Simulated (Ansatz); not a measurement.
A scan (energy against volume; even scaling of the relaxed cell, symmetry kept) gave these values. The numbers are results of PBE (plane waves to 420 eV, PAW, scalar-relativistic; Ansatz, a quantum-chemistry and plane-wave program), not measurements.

| Item | Result |
|---|---|
| Bulk modulus B₀ (third-order Birch-Murnaghan fit) | 121 GPa |
| Pressure derivative B₀′ (fit) | 4.7 |
| Equilibrium volume of the fit | 16.09 Å³/atom |

Problem. Of these crystals, all scanned alike, which one is it?
A. Cs₂AgBiBr₆ (double-perovskite type, space group Fm-3m)
B. Ir (fcc, Cu type)
C. GaAs (zinc blende)
D. InN (zinc blende)

Solution. D, InN (zinc blende). The others have, for the bulk modulus: Cs2AgBiBr6 20.5 GPa, Ir 346 GPa, GaAs 60.4 GPa

All were relaxed with their symmetry unable to fall. At this level the bands of InN touch or barely overlap; measurements give the solid a gap. Ir is run without spin polarisation. Spin-orbit coupling is left out.

(Under strain, the slope of the energy per volume gives the stress and its curvature an elastic modulus.)
